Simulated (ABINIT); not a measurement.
Runs of ABINIT 10.8.3 (patched build) on Ga. The structure is tetragonal, space group I4/mmm (No. 139). Conventional cell: a = 2.769 Å, b = 2.769 Å, c = 4.622 Å, α = 90.00°, β = 90.00°, γ = 90.00°. Ga (site symmetry 4/mmm) has 12 Ga at 2.77 to 3.03 Å as nearest neighbours. This isn't the form of Ga at room conditions, which is orthorhombic.

```csv
smearing,gap on the mesh (eV),pressure (GPa)
cold-b (ABINIT) 0.2 eV,none,3.2
cold (ABINIT) 0.2 eV,none,3.2
methfessel-paxton 0.2 eV,none,3.2
gaussian 0.2 eV,none,3.3
fermi-dirac 0.2 eV,none,(a)
```

Alike in all rows: task single point; level PBE; potentials or basis JTH PAW PBE v2.0; no spin polarisation; cell as given; k mesh 13 × 13 × 13; cutoff (eV) 463.

Q: Estimate the missing entries.

A: (a) 3.6.

A k mesh can miss the band edges, and the runs leave out spin-orbit coupling on Ga.

A gap of «none» marks a metal or a gap under the smearing width.
